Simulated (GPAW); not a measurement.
## InP: band structure with WC

**Measured values to compare with.**

From a printed reference work, data compilation, for a bulk crystal of InP at 1.6 K: band gap 1.4236 eV (direct).

InP:

```
In P
1.0
     0.00000    2.93050    2.93050
     2.93050    0.00000    2.93050
     2.93050    2.93050    0.00000
In P
1 1
Direct
  0.00000 0.00000 0.00000
  0.25000 0.25000 0.25000
```

```
Program                   : GPAW 26.7.0
Task                      : band structure
Functional                : WC
Potentials or basis       : PAW data sets generated in the run's folder for this functional
Cutoff                    : 600 eV
Basis                     : pw
k mesh                    : 6 × 6 × 6
Occupations               : fermi-dirac, width 0.05 eV
Spin                      : spin-orbit coupling, no magnetisation
Maxiter                   : 150
Band path                 : GXWKGLUWLK,UX
Band points               : 100
spin axis theta (degrees) : 0
spin axis phi (degrees)   : 0
Soc after scf             : second variation
```

| Quantity | Value |
| --- | --- |
| Pressure | 0.4 GPa |
| Band gap on the k mesh | 0.54 eV, direct |
| Band gap along the path | 0.54 eV, direct |

Levels at the corners of the path, in eV from the valence-band top:
| point | band 15 | band 16 | band 17 | band 18 | band 19 | band 20 | band 21 | band 22 |
| --- | --- | --- | --- | --- | --- | --- | --- | --- |
| Γ | 0.00 | 0.00 | 0.00 | 0.00 | 0.54 | 0.54 | 3.62 | 3.62 |
| X | -2.46 | -2.46 | -2.35 | -2.35 | 1.58 | 1.58 | 2.13 | 2.13 |
| W | -3.15 | -3.04 | -2.99 | -2.95 | 4.15 | 4.15 | 4.28 | 4.31 |
| K | -3.46 | -3.36 | -2.02 | -2.01 | 2.19 | 2.20 | 4.26 | 4.28 |
| Γ | 0.00 | 0.00 | 0.00 | 0.00 | 0.54 | 0.54 | 3.62 | 3.62 |
| L | -1.09 | -1.09 | -0.97 | -0.97 | 1.34 | 1.34 | 4.59 | 4.59 |
| U | -3.46 | -3.36 | -2.02 | -2.01 | 2.19 | 2.20 | 4.26 | 4.28 |
| W | -3.15 | -3.04 | -2.99 | -2.95 | 4.15 | 4.15 | 4.28 | 4.31 |
| L | -1.09 | -1.09 | -0.97 | -0.97 | 1.34 | 1.34 | 4.59 | 4.59 |
| K | -3.46 | -3.36 | -2.02 | -2.01 | 2.19 | 2.20 | 4.26 | 4.28 |
| U | -3.46 | -3.36 | -2.02 | -2.01 | 2.19 | 2.20 | 4.26 | 4.28 |
| X | -2.46 | -2.46 | -2.35 | -2.35 | 1.58 | 1.58 | 2.13 | 2.13 |

Run time: 59 s on 1 thread of Arm Neoverse V1, on a shared host, peak memory 0.31 GiB.

Measured gap of InP: 1.4236 eV (direct; 1.6 K; a printed reference work, data compilation). This calculation gives 0.54 eV (-0.88 eV). The value is that of WC, without temperature or zero-point motion. Semilocal functionals fall short of measured gaps as a rule.

Caveat: spin-orbit coupling was added after a scalar SCF, so levels and gaps hold it while energy, forces, pressure and moments don't; this program's spin-orbit splittings come out too wide for heavy elements.
